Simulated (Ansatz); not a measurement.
# CdS (CsCl type): how the settings move a single-point run

Aim: see which settings change the result for CdS (CsCl type), by how much, and at what cost.

Method: reference: DFT, PBE, PAW with Ansatz's default frozen-core files, scalar-relativistic, in Ansatz 0.2.0.

**1. The system as given**

It takes space group Pm-3m (No. 221, cubic). The conventional cell has a = 3.112 Å, b = 3.112 Å, c = 3.112 Å, α = 90.00°, β = 90.00°, γ = 90.00°. Around Cd (site symmetry m-3m) lie 8 S at 2.70 Å. S (site symmetry m-3m) has 8 Cd at 2.70 Å in its first shell of neighbours.

Structure file:

```
Cd S
1.0
     3.11208    0.00000    0.00000
     0.00000    3.11208    0.00000
     0.00000    0.00000    3.11208
Cd S
1 1
Cartesian
  0.0000 0.0000 0.0000
  1.5560 1.5560 1.5560
```

**2. Baseline**

The input, input.yaml:

```yaml
crystal:
  lattice:
    - [3.1120799152, 0.0, 0.0]
    - [0.0, 3.1120799152, 0.0]
    - [0.0, 0.0, 3.1120799152]
  atoms:
    - { symbol: Cd, position: [0.0, 0.0, 0.0] }
    - { symbol: S, position: [0.5, 0.5, 0.5] }
kpoints:
  mp_grid: { grid: [14, 14, 14] }
scf:
  occupations: { method: fermi_dirac, width: 0.05 }
hamiltonian:
  xc: pbe
  pseudopotentials: { kind: paw }
output:
  forces: true
  stress: true
  eigenvalues: true
  populations: true
```

Launch:

```sh
$ ansatz run input.yaml --threads 1 --pin off --max-ram 2048MiB --backend cpu --events-out ev --progress --plain --runs-dir out
```

The main lines of its log:

```text
[...]
Basis set: ecut = 420 eV, 619 PW (Γ), exchange–correlation on 48×48×48 points (8 copies of the dense FFT grid, shifted against one another)
[...]
k-points: 120 of 2744
[...]
SCF iter   1: F=—  HF=-9155.718929 eV  |F-HF|=—  |Δ(HF+E_count)|=         —  Δρ=5.45e-3  dr2=1.37e-2  ethr=1.77e-3  ⟨swp⟩=4.5  Hψ=9536  notcnv=0
preconditioner: auto → none  [metal: Δε(μ)=0.020 eV  Ē_g=13.678 eV  σ=0.050 eV  W_gap=0.10  n_scr=6 (ndim 8)  ℏωp=28.7 eV  f_vac=0.000  D(μ)=1.02/eV (n_scr^D=6)  sad-step TF]
SCF iter   2: F=—  HF=-9155.717298 eV  |F-HF|=—  |Δ(HF+E_count)|=   1.63e-3  Δρ=3.85e-3  dr2=7.34e-3  ethr=5.27e-5  ⟨swp⟩=1.0  Hψ=3000  notcnv=0
[...]
SCF iter   5: F=—  HF=-9155.715358 eV  |F-HF|=—  |Δ(HF+E_count)|=   7.64e-6  Δρ=3.92e-5  dr2=2.04e-7  ethr=1.72e-7  ⟨swp⟩=2.0  Hψ=2973  notcnv=0
SCF iter   6: F=-9155.715358 eV  HF=-9155.715358 eV  |F-HF|=4.81e-9  |Δ(HF+E_count)|=   2.70e-7  Δρ=6.20e-6  dr2=4.43e-9  ethr=3.85e-10  ⟨swp⟩=5.0  Hψ=8487  notcnv=0
[...]
SCF converged after 6 iterations
Free energy (F): -9155.715358 eV
[...]
E sigma→0 (E₀):  -9155.710969 eV
[...]
Fermi energy:    16.070976 eV
[...]
  P = ⅓ Tr σ = 36.2423 GPa (362.423 kbar)
[...]
```

It took 4.2 s on 1 thread of Arm Neoverse V1, shared host; peak memory 0.33 GiB.

**3. Variant: starting moments, xc revpbe, spin_polarized true**

The input, input.yaml:

```yaml
crystal:
  lattice:
    - [3.1120799152, 0.0, 0.0]
    - [0.0, 3.1120799152, 0.0]
    - [0.0, 0.0, 3.1120799152]
  atoms:
    - { symbol: Cd, position: [0.0, 0.0, 0.0], spin: 0.2 }
    - { symbol: S, position: [0.5, 0.5, 0.5], spin: 0.2 }
kpoints:
  mp_grid: { grid: [14, 14, 14] }
scf:
  occupations: { method: fermi_dirac, width: 0.05 }
hamiltonian:
  xc: revpbe
  pseudopotentials: { kind: paw }
output:
  forces: true
  stress: true
  eigenvalues: true
  populations: true
magnetization:
  spin_polarized: true
```

Launch:

```sh
$ ansatz run input.yaml --threads 1 --pin off --max-ram 2048MiB --backend cpu --events-out ev --progress --plain --runs-dir out
```

The program printed:

```text
Engine: ansatz 0.2.0
Pseudopotentials: kind: paw
Pseudopotential: Cd, paw, valence charge 20, recommended cutoff 420 eV (normal)
Pseudopotential: S, paw, valence charge 6, recommended cutoff 420 eV (normal)
Functional definition: revPBE
  parameter kappa = 1.245
  parameter beta = 0.06672455060314922
  exchange = pbe_x(kappa = kappa, mu = beta*pi^2/3)
  correlation = pbe_c(beta = beta)
Crystal: 2 atoms, lattice volume = 30.141 Å³
Basis set: ecut = 420 eV, 619 PW (Γ), exchange–correlation on 48×48×48 points (8 copies of the dense FFT grid, shifted against one another)
Bands: 18, of which v1, the nominal top of the filled ones, is band 13 counted from 1 (12 counted from 0)
Symmetry: 48 space group operations
Space group: Pm-3m (ITA 221), of the structure as read, at distance tolerance 3.1e-5 Å
Magnetic group: BNS 221.92 (UNI 1594), of the structure as read, at distance tolerance 3.1e-5 Å
k-points: 120 of 2744
Non-local potential: Cd, projectors of the file, l = 0: 3, l = 1: 2, l = 2: 2, l = 3: 1
Non-local potential: S, projectors of the file, l = 0: 2, l = 1: 2, l = 2: 2
PAW form: soft (Blöchl's): semilocal exchange-correlation on the pseudo side does not see the compensation charge
PAW frozen core: Cd, regenerated for the run's functional, and the local potential with it (the file was generated under x = pbe(κ = 0.804, μ = 0.2195149727645171), c = pbe(β = 0.06672455060314922))
PAW frozen core: S, regenerated for the run's functional, and the local potential with it (the file was generated under x = pbe(κ = 0.804, μ = 0.2195149727645171), c = pbe(β = 0.06672455060314922))
PAW one-centre angular grid: Cd, 590 points (default); XC on 64 Gauss nodes
PAW one-centre angular grid: S, 110 points (default); XC on 64 Gauss nodes
Initial density: superposition of atomic densities (chi_scale 0.1, normalization cell, long waves kept (reshape's long-wave potential 0.00 eV rms))
Starting moments: Σ|m| = 0.4 μB on 2 of 2 sites
Initial wavefunctions: pseudopotential atomic-orbital guess
Functional: x = revpbe(κ = 1.245, μ = 0.2195149727645171), c = pbe(β = 0.06672455060314922)
iter 1 solved again at ethr=1.44e-3 eV; its pass at ethr=3.10e-3 eV (dr2=3.75e-1 eV) is discarded
SCF iter   1: F=—  HF=-9164.002038 eV  |F-HF|=—  |Δ(HF+E_count)|=         —  Δρ=2.67e-2 (↑1.67e-2 ↓2.67e-2)  dr2=3.73e-1  dr2_m=3.72e-2  M=0.076 μB ∫|m|=0.081 μB  β_m=0.30  ethr=1.44e-3  ⟨swp⟩=1.0  Hψ=25983  notcnv=0
preconditioner: auto → none  [metal: Δε(μ)=0.019 eV  Ē_g=14.806 eV  σ=0.050 eV  W_gap=0.09  n_scr=6 (ndim 8)  ℏωp=28.7 eV  f_vac=0.000  D(μ)=0.81/eV (n_scr^D=6)  sad-step TF]
SCF iter   2: F=—  HF=-9163.948289 eV  |F-HF|=—  |Δ(HF+E_count)|=   5.37e-2  Δρ=1.83e-2 (↑1.24e-2 ↓1.83e-2)  dr2=1.90e-1  dr2_m=1.94e-2  M=0.062 μB ∫|m|=0.070 μB  β_m=0.30  ethr=1.43e-3  ⟨swp⟩=1.0  Hψ=4320  notcnv=0
SCF iter   3: F=—  HF=-9163.903191 eV  |F-HF|=—  |Δ(HF+E_count)|=   4.51e-2  Δρ=7.19e-3 (↑7.19e-3 ↓6.06e-3)  dr2=5.21e-3  dr2_m=1.00e-2  M=0.055 μB ∫|m|=0.059 μB  β_m=0.30  ethr=7.32e-4  ⟨swp⟩=2.9  Hψ=7782  notcnv=0
SCF iter   4: F=—  HF=-9163.904886 eV  |F-HF|=—  |Δ(HF+E_count)|=   1.69e-3  Δρ=4.76e-3 (↑4.76e-3 ↓4.54e-3)  dr2=1.26e-3  dr2_m=5.37e-3  M=0.045 μB ∫|m|=0.049 μB  β_m=0.30  ethr=2.00e-5  ⟨swp⟩=1.1  Hψ=6058  notcnv=0
SCF iter   5: F=—  HF=-9163.905938 eV  |F-HF|=—  |Δ(HF+E_count)|=   1.05e-3  Δρ=3.31e-3 (↑3.20e-3 ↓3.31e-3)  dr2=5.34e-5  dr2_m=2.91e-3  M=0.037 μB ∫|m|=0.041 μB  β_m=0.30  ethr=4.85e-6  ⟨swp⟩=2.1  Hψ=5821  notcnv=0  defer=3
SCF iter   6: F=—  HF=-9163.906472 eV  |F-HF|=—  |Δ(HF+E_count)|=   5.34e-4  Δρ=2.42e-3 (↑2.42e-3 ↓2.41e-3)  dr2=1.19e-5  dr2_m=1.60e-3  M=0.030 μB ∫|m|=0.035 μB  β_m=0.30  ethr=2.05e-7  ⟨swp⟩=1.6  Hψ=5275  notcnv=0  defer=2
SCF iter   7: F=—  HF=-9163.906797 eV  |F-HF|=—  |Δ(HF+E_count)|=   3.25e-4  Δρ=1.81e-3 (↑1.81e-3 ↓1.80e-3)  dr2=3.67e-7  dr2_m=9.00e-4  M=0.025 μB ∫|m|=0.029 μB  β_m=0.30  ethr=4.56e-8  ⟨swp⟩=2.0  Hψ=6354  notcnv=0  defer=2
Mixer restart at iter 7: flushing history
spin-set hold released at iteration 7 (site moments contracting): the magnetisation degrees of freedom join the quasi-Newton model from the next iteration; the mixer history was flushed
SCF iter   8: F=—  HF=-9163.907001 eV  |F-HF|=—  |Δ(HF+E_count)|=   2.04e-4  Δρ=1.37e-3 (↑1.37e-3 ↓1.37e-3)  dr2=2.21e-8  dr2_m=5.16e-4  M=0.021 μB ∫|m|=0.025 μB  β_m=0.65  ethr=1.41e-9  ⟨swp⟩=2.2  Hψ=7177  notcnv=0  defer=2
SCF iter   9: F=—  HF=-9163.907373 eV  |F-HF|=—  |Δ(HF+E_count)|=   3.72e-4  Δρ=2.73e-4 (↑2.19e-4 ↓2.73e-4)  dr2=2.14e-6  dr2_m=1.66e-5  M=0.006 μB ∫|m|=0.008 μB  β_m=0.82  ethr=8.50e-11  ⟨swp⟩=4.0  Hψ=10149  notcnv=0  defer=2
SCF iter  10: F=—  HF=-9163.907408 eV  |F-HF|=—  |Δ(HF+E_count)|=   3.52e-5  Δρ=1.88e-4 (↑1.88e-4 ↓8.73e-5)  dr2=2.73e-5  dr2_m=1.60e-6  M=0.002 μB ∫|m|=0.003 μB  β_m=0.82  ethr=8.50e-11  ⟨swp⟩=3.5  Hψ=9843  notcnv=0  defer=5
SCF iter  11: F=—  HF=-9163.907403 eV  |F-HF|=—  |Δ(HF+E_count)|=   4.92e-6  Δρ=4.15e-5 (↑2.13e-5 ↓4.15e-5)  dr2=8.81e-7  dr2_m=1.44e-7  M=0.000 μB ∫|m|=0.001 μB  β_m=0.72  ethr=8.50e-11  ⟨swp⟩=3.0  Hψ=9491  notcnv=0  defer=2
SCF iter  12: F=—  HF=-9163.907404 eV  |F-HF|=—  |Δ(HF+E_count)|=   7.32e-8  Δρ=6.58e-6 (↑2.73e-6 ↓6.58e-6)  dr2=1.04e-8  dr2_m=5.49e-9  M=0.000 μB ∫|m|=0.000 μB  β_m=0.72  ethr=8.50e-11  ⟨swp⟩=3.8  Hψ=16478  notcnv=0
SCF iter  13: F=—  HF=-9163.907404 eV  |F-HF|=—  |Δ(HF+E_count)|=   1.43e-8  Δρ=2.36e-6 (↑2.36e-6 ↓1.66e-6)  dr2=4.23e-10  dr2_m=1.01e-9  M=-0.000 μB ∫|m|=0.000 μB  β_m=0.81  ethr=4.01e-11  ⟨swp⟩=3.0  Hψ=10196  notcnv=0
SCF iter  14: F=-9163.907404 eV  HF=-9163.907404 eV  |F-HF|=2.55e-11  |Δ(HF+E_count)|=   4.11e-9  Δρ=2.16e-7 (↑2.16e-7 ↓1.91e-7)  dr2=3.74e-13  dr2_m=1.14e-11  M=-0.000 μB ∫|m|=0.000 μB  ethr=1.63e-12  ⟨swp⟩=3.0  Hψ=10129  notcnv=0
SCF 1 converged in 14 iterations: F = -9163.907404 eV  dr2 = 3.74e-13
WARN: the starting moments were not kept: the SCF closed with an absolute magnetisation of 5.1e-6 μB, where they sum to 0.4 μB in size (2 sites). That is at most 0.1 of that sum. Measured as dr2_m measures the in/out step, that magnetisation stands 2.9e-12 eV from none, at or under the dr2_threshold of 1.0e-7 eV: it is no larger than a step whose dr2_m would equal this threshold. The system may hold no moment; this SCF shows only that its start led to no more than that. To try another start: raise the starting moments (crystal.atoms[].spin, magnetization.per_species, magnetization.initial_magnetization, or on a non-collinear deck that types none of these the spinor_matrix: blocks that start its atoms; where the total moment is fixed, keep their sum and leave initial_magnetization as it is; typed ones take the place of any that the run laid by itself, positive ones on a crystal's lanthanoids without a Hubbard term where scf.initial_density.shell_occupations: [] is typed) or, if the notice of its spin-set hold's release reads "site moments contracting" or "site moments show no strong build", lengthen the hold (scf.mixing.spin_hold: { on: { confirm: 4 } }; for m-r²SCAN on two components see the key's manual first). Each may lead to a state that holds a moment. A second SCF, from the converged charge density, with the starting moments and any scf.initial_density.shell_occupations laid on it anew, would have followed, and was not run: the deck does not ask for one (magnetization.retry_lost_moments is false, the default). To let it run, set magnetization.retry_lost_moments: true and run the deck again, where that key's refused combinations let it; where memory then withholds it, that run's warning says so.
SCF converged after 14 iterations
Magnetization: -0.0000 μB (13.0000 up, 13.0000 down)
Absolute magnetization: 0.0000 μB (∫|ρ↑−ρ↓|, with the PAW one-centre terms)
Spin contamination: 0.0000 ħ² per cell (⟨S²⟩ above its minimum at these occupations)
Per-site moments (μB) at R_I (Å): [(-7.158812834516909e-7, 1.1117453593828401), (1.242894312024715e-6, 1.1117453593828401)]
Free energy (F): -9163.907404 eV
Harris-Foulkes:  -9163.907404 eV  (|F-HF|=2.55e-11)
Internal energy: -9163.898812 eV  (E = F + TS)
E sigma→0 (E₀):  -9163.903108 eV
Entropy (-TS):   -0.008592 eV (-4.296 meV/atom)
Fermi energy:    16.158215 eV
--- Per-component energies (eV) ---
  E_band       = -306.728730
  E_kinetic    = 620.004056
  E_local      = -3008.379149  (includes V_loc(G=0)·N_el)
  E_nonlocal   = 62.831055
  E_hartree    = 1439.107321
  E_xc         = -277.512121
  E_vxc        = -313.671632  (∫ρ·V_xc dr)
  E_paw        = -4692.620945  (= ΣΔE_a)
  E_vpaw       = -545.727746  (= ΣTr[D̂ρ^β])
  E_aug_tail   = 0.000015  (compensation charges beyond the density's cutoff)
  E_ewald      = -3307.221050
  E_core_change = -0.107995  (= ΣΔE_core)
  E_smearing   = -0.008592  (= −TS)
  E_closure    = 0.000000  (closes the sum)
  Σ components = -9163.907404   (vs F -9163.907404, Δ=0.00e0)
--- Forces (eV/Å), atoms counted from 1 ---
  atom   1  Cd     0.00000000    -0.00000000    -0.00000000
  atom   2  S      0.00000000     0.00000000     0.00000000
  max |Σ_I F_I| component: 2.17e-30 eV/Å
--- Stress (GPa, compression-positive) ---
       38.949941       0.000000       0.000000
       -0.000000      38.949941       0.000000
        0.000000       0.000000      38.949941
  P = ⅓ Tr σ = 38.9499 GPa (389.499 kbar)
--- Band table (eV; the first three rows and the last of 240) ---
  k-point 0 ↑: bands = ["-86.7091", "-47.7843", "-47.7843", "-47.7843", "0.5711", "6.4776", "6.4776", "7.5744", "7.5744", "7.5744", "14.3604", "14.3604", "14.3604", "16.6086", "22.4650", "22.4650", "30.7578", "30.7578"]
  k-point 1 ↑: bands = ["-86.7091", "-47.7853", "-47.7842", "-47.7842", "0.6330", "6.4852", "6.5012", "7.5426", "7.5426", "7.5772", "13.7334", "14.4453", "14.4453", "17.0916", "22.4628", "22.7412", "29.5178", "29.5178"]
  k-point 2 ↑: bands = ["-86.7089", "-47.7882", "-47.7839", "-47.7839", "0.8150", "6.5066", "6.5600", "7.4562", "7.4562", "7.5851", "12.5808", "14.6880", "14.6880", "17.8489", "22.4559", "23.4805", "28.0369", "28.0369"]
  k-point 119 ↓: bands = ["-86.7060", "-47.8017", "-47.8017", "-47.8017", "4.8679", "6.0206", "6.0206", "6.0206", "7.9707", "7.9707", "13.8752", "13.8752", "13.8752", "17.1080", "17.1080", "17.1080", "20.6127", "34.8563"]
--- Löwdin populations: 2 sites ---
  site symbol       q [e]    m [muB]
     0     Cd     18.7486    -0.0000
     1      S      7.0131     0.0000
  spilling = 0.009163 (of n_electrons = 26.000000)
```

Run time: 14 s. Hardware: 1 thread of Arm Neoverse V1, shared host; peak memory 0.37 GiB.

Total energies don't compare across a change of functional; the pressure goes from 36.2 to 38.9 GPa. The spin polarisation changed too. Cost: 14 SCF cycles against 6, 14 s against 4.2 s.

**4. Changing settings: occupations.method cold, occupations.width 0.15**

input.yaml, as its differences from that of step 2:

```diff
@@ -11,3 +11,3 @@
 scf:
-  occupations: { method: fermi_dirac, width: 0.05 }
+  occupations: { method: cold, width: 0.15 }
 hamiltonian:
```

Launch:

```sh
$ ansatz run input.yaml --threads 1 --pin off --max-ram 2048MiB --backend cpu --events-out ev --progress --plain --runs-dir out
```

The program printed:

```text
Engine: ansatz 0.2.0
Pseudopotentials: kind: paw
Pseudopotential: Cd, paw, valence charge 20, recommended cutoff 420 eV (normal)
Pseudopotential: S, paw, valence charge 6, recommended cutoff 420 eV (normal)
Functional definition: PBE
  parameter kappa = 0.804
  parameter beta = 0.06672455060314922
  exchange = pbe_x(kappa = kappa, mu = beta*pi^2/3)
  correlation = pbe_c(beta = beta)
Crystal: 2 atoms, lattice volume = 30.141 Å³
Basis set: ecut = 420 eV, 619 PW (Γ), exchange–correlation on 48×48×48 points (8 copies of the dense FFT grid, shifted against one another)
Bands: 17, of which v1, the nominal top of the filled ones, is band 13 counted from 1 (12 counted from 0)
Symmetry: 48 space group operations
Space group: Pm-3m (ITA 221), of the structure as read, at distance tolerance 3.1e-5 Å
k-points: 120 of 2744
Non-local potential: Cd, projectors of the file, l = 0: 3, l = 1: 2, l = 2: 2, l = 3: 1
Non-local potential: S, projectors of the file, l = 0: 2, l = 1: 2, l = 2: 2
PAW form: soft (Blöchl's): semilocal exchange-correlation on the pseudo side does not see the compensation charge
PAW one-centre angular grid: Cd, 590 points (default); XC on 64 Gauss nodes
PAW one-centre angular grid: S, 110 points (default); XC on 64 Gauss nodes
Initial density: superposition of atomic densities (neutral atoms: chi_scale 0, normalization atom), corrected by the library's trained network
Initial wavefunctions: pseudopotential atomic-orbital guess
Functional: x = pbe(κ = 0.804, μ = 0.2195149727645171), c = pbe(β = 0.06672455060314922)
SCF iter   1: F=—  HF=-9155.713797 eV  |F-HF|=—  |Δ(HF+E_count)|=         —  Δρ=5.67e-3  dr2=1.49e-2  ethr=1.77e-3  ⟨swp⟩=4.4  Hψ=9491  notcnv=0
preconditioner: auto → none  [metal: Δε(μ)=0.011 eV  Ē_g=13.669 eV  σ=0.150 eV  W_gap=0.05  n_scr=6 (ndim 8)  ℏωp=28.7 eV  f_vac=0.000  D(μ)=0.94/eV (n_scr^D=6)  sad-step TF]
SCF iter   2: F=—  HF=-9155.711927 eV  |F-HF|=—  |Δ(HF+E_count)|=   1.87e-3  S|Δr|=    0.00e0  Δρ=4.04e-3  dr2=8.14e-3  ethr=5.75e-5  ⟨swp⟩=1.0  Hψ=3000  notcnv=0
SCF iter   3: F=—  HF=-9155.709745 eV  |F-HF|=—  |Δ(HF+E_count)|=   2.18e-3  S|Δr|=    0.00e0  Δρ=1.10e-3  dr2=2.69e-4  ethr=3.13e-5  ⟨swp⟩=2.0  Hψ=2426  notcnv=0
SCF iter   4: F=—  HF=-9155.709673 eV  |F-HF|=—  |Δ(HF+E_count)|=   7.19e-5  S|Δr|=    0.00e0  Δρ=3.66e-4  dr2=4.11e-5  ethr=1.04e-6  ⟨swp⟩=2.0  Hψ=3374  notcnv=0
SCF iter   5: F=—  HF=-9155.709667 eV  |F-HF|=—  |Δ(HF+E_count)|=   5.82e-6  S|Δr|=    0.00e0  Δρ=3.88e-5  dr2=1.81e-7  ethr=1.58e-7  ⟨swp⟩=2.0  Hψ=2985  notcnv=0
SCF iter   6: F=-9155.709667 eV  HF=-9155.709667 eV  |F-HF|=3.65e-9  |Δ(HF+E_count)|=   2.70e-7  S|Δr|=    0.00e0  Δρ=6.50e-6  dr2=5.80e-9  ethr=3.85e-10  ⟨swp⟩=5.1  Hψ=8384  notcnv=0
SCF 1 converged in 6 iterations: F = -9155.709667 eV  dr2 = 5.80e-9
SCF converged after 6 iterations
Stability not checked: this state was not tested for a lower state beside it, because cold or Methfessel-Paxton smearing, or corrected tetrahedra, fill the levels in a way that the test cannot read (fill_not_monotonic; see scf.lower_state_search)
Free energy (F): -9155.709667 eV
Harris-Foulkes:  -9155.709667 eV  (|F-HF|=3.65e-9)
Internal energy: -9155.712915 eV  (E = F + TS)
E sigma→0 (E₀):  -9155.710750 eV
Entropy (-TS):   0.003248 eV (1.624 meV/atom)
Fermi energy:    16.061621 eV
--- Per-component energies (eV) ---
  E_band       = -308.507702
  E_kinetic    = 620.144925
  E_local      = -3008.946213  (includes V_loc(G=0)·N_el)
  E_nonlocal   = 63.850099
  E_hartree    = 1438.201039
  E_xc         = -277.318395
  E_vxc        = -313.849068  (∫ρ·V_xc dr)
  E_paw        = -4684.423334  (= ΣΔE_a)
  E_vpaw       = -546.106572  (= ΣTr[D̂ρ^β])
  E_aug_tail   = 0.000015  (compensation charges beyond the density's cutoff)
  E_ewald      = -3307.221050
  E_smearing   = 0.003248  (= −TS)
  E_closure    = -0.000000  (closes the sum)
  Σ components = -9155.709667   (vs F -9155.709667, Δ=0.00e0)
--- Forces (eV/Å), atoms counted from 1 ---
  atom   1  Cd    -0.00000000    -0.00000000    -0.00000000
  atom   2  S      0.00000000    -0.00000000     0.00000000
  max |Σ_I F_I| component: 2.24e-30 eV/Å
--- Stress (GPa, compression-positive) ---
       36.269587       0.000000       0.000000
        0.000000      36.269587       0.000000
        0.000000       0.000000      36.269587
  P = ⅓ Tr σ = 36.2696 GPa (362.696 kbar)
--- Band table (eV; the first three rows and the last of 120) ---
  k-point 0: bands = ["-86.7688", "-47.8427", "-47.8427", "-47.8427", "0.4950", "6.4051", "6.4051", "7.5078", "7.5078", "7.5078", "14.2857", "14.2857", "14.2857", "16.4617", "22.3949", "22.3949", "30.6036"]
  k-point 1: bands = ["-86.7687", "-47.8437", "-47.8426", "-47.8426", "0.5570", "6.4128", "6.4287", "7.4759", "7.4759", "7.5106", "13.6501", "14.3709", "14.3709", "16.9536", "22.3924", "22.6698", "29.4019"]
  k-point 2: bands = ["-86.7686", "-47.8466", "-47.8424", "-47.8424", "0.7394", "6.4343", "6.4877", "7.3890", "7.3890", "7.5185", "12.4931", "14.6143", "14.6143", "17.7164", "22.3847", "23.4037", "27.9284"]
  k-point 119: bands = ["-86.7657", "-47.8602", "-47.8602", "-47.8602", "4.7990", "5.9483", "5.9483", "5.9483", "7.9083", "7.9083", "13.8152", "13.8152", "13.8152", "16.9929", "16.9929", "16.9929", "20.4493"]
--- Löwdin populations: 2 sites ---
  site symbol       q [e]
     0     Cd     18.7558
     1      S      7.0030
  spilling = 0.009277 (of n_electrons = 26.000000)
```

Wall time 4.3 s (1 thread of Arm Neoverse V1, shared host); peak memory 0.33 GiB.

Changing the smearing hardly moves the energy: +0.1 meV/atom.

**5. Side by side**

```
                                                run     ending        energy change  pressure (GPa)  gap (eV)  force (eV/Å)  cycles   time
                                          reference  converged                    0            36.2      0.00          0.00       6  4.2 s
1: starting moments, xc revpbe, spin_polarized true  converged       not comparable            38.9      0.00          0.00      14   14 s
 2: occupations.method cold, occupations.width 0.15  converged  +0.1 meV/atom (σ→0)            36.3      0.00          0.00       6  4.3 s
```

Residual by cycle in the longest SCF loop of each run; runs are numbered as in the table. The quantity is the density residual dr2, in eV.

```
cycle  reference    run 1    run 2
    1     0.0137    0.373   0.0149
    2    0.00734     0.19  0.00814
    3     2.2e-4  0.00521   2.7e-4
    5     2.0e-7   5.3e-5   1.8e-7
    6     4.4e-9   1.2e-5   5.8e-9
    7          -   3.7e-7        -
    8          -   2.2e-8        -
    9          -   2.1e-6        -
   10          -   2.7e-5        -
   12          -   1.0e-8        -
   13          -  4.2e-10        -
   14          -  3.7e-13        -
```

What this shows: «occupations.method cold, occupations.width 0.15» moves the energy by +0.1 meV/atom. The pressure spans 36.2 to 38.9 GPa over the reference and the converged variants. Semilocal functionals close small gaps, so the missing gap need not be the real solid's. Of the variants the dearest is «starting moments, xc revpbe, spin_polarized true» (14 s), the cheapest «occupations.method cold, occupations.width 0.15» (4.3 s), on a shared host. The structure is not at rest: the sound run finds 36 GPa, so these are no properties of the relaxed crystal. 
